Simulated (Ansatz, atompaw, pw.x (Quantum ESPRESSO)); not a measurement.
# As (Z = 33): does the PAW (atompaw) potential hold in the solid?

arsenic, PAW, made with atompaw 4.2.0.5 (PBE, scalar-relativistic). Core [Ar] 3d10, reference 4s2 4p3. Waves: 4s (bound): rc 2.30 bohr; 4s channel at 0.8 Ry: rc 2.30 bohr; 4p (bound): rc 2.30 bohr; 4p channel at 1.25 Ry: rc 2.30 bohr; 4d channel at 0.5 Ry: rc 2.30 bohr. Local part: bessel scheme, radius 1.60 bohr. Core correction: smooth core density matched at 1.40 bohr. Augmentation charge: sinc compensation charge, radius 2.20 bohr; PAW radius 2.30 bohr; waves and projectors: custom rrkj vanderbiltortho.

Atomic tests: cutoffs needed: 10 Ry and 15 Ry (the cutoffs (Ry, on a coarse ladder) from which the occupation-weighted sum of valence levels, in a spherical-Bessel basis at the reference potential, stays within 10 and 1 mRy of its value at 400 Ry); ghost test: no extra level below or beside the all-electron valence levels (s, p, d, f tested) (spherical-Bessel basis up to 400 Ry, 20 bohr box); lowest eigenvalue of the overlap operator: 0.38 (s channel).

Crystal test: bcc As in pw.x 7.5, no spin, 14³ k-points, Fermi–Dirac smearing 0.01 Ry, cutoffs 40/400 Ry. The reference is all-electron LAPW (Ansatz 0.2.0) with the same functional, mesh and smearing; V0 and B0 come from Birch–Murnaghan fits to the pressures at five volumes. Errors are pseudo minus all-electron; Δ is the rms difference of the E(V) curves that follow from these fits, minima aligned, over ±6 % about the mean V0. Mesh and smearing are coarse, so the numbers serve the comparison and aren't converged zero-temperature values; the lattice is a test structure that the element need not adopt.

```tsv
V (Å³/atom)	P all-electron (GPa)	P pseudo (GPa)
18.145	4.42	3.97
18.622	1.94	1.52
19.100	-0.22	-0.62
19.578	-2.11	-2.49
20.055	-3.75	-4.12
```

All-electron: a0 = 3.365 Å (V0 = 19.05 Å³/atom), B0 = 81.7 GPa.

Pseudopotential: mean pressure error (GPa): -0.41; a0 (Å): 3.359; a0 error (%): -0.17; B0 error (%): +1.1; Δ (meV/atom): 1.7.

Problem. At the middle volume, how do free energy and pressure move when the wave cutoff is lowered (ecutrho held at 400 Ry)?

Solution.

| cutoff (Ry) | shift of F (meV/atom) | shift of P (GPa) |
| --- | --- | --- |
| 18 | +2.0 | -0.00 |
| 24 | +0.9 | -0.03 |
| 32 | +0.2 | +0.00 |

The run at the middle volume (104 k-points, 6 iterations) took about 7.4 s on one core of a shared host (Intel(R) Xeon(R) 6975P-C, 192 threads, 1512 GiB, load 109).
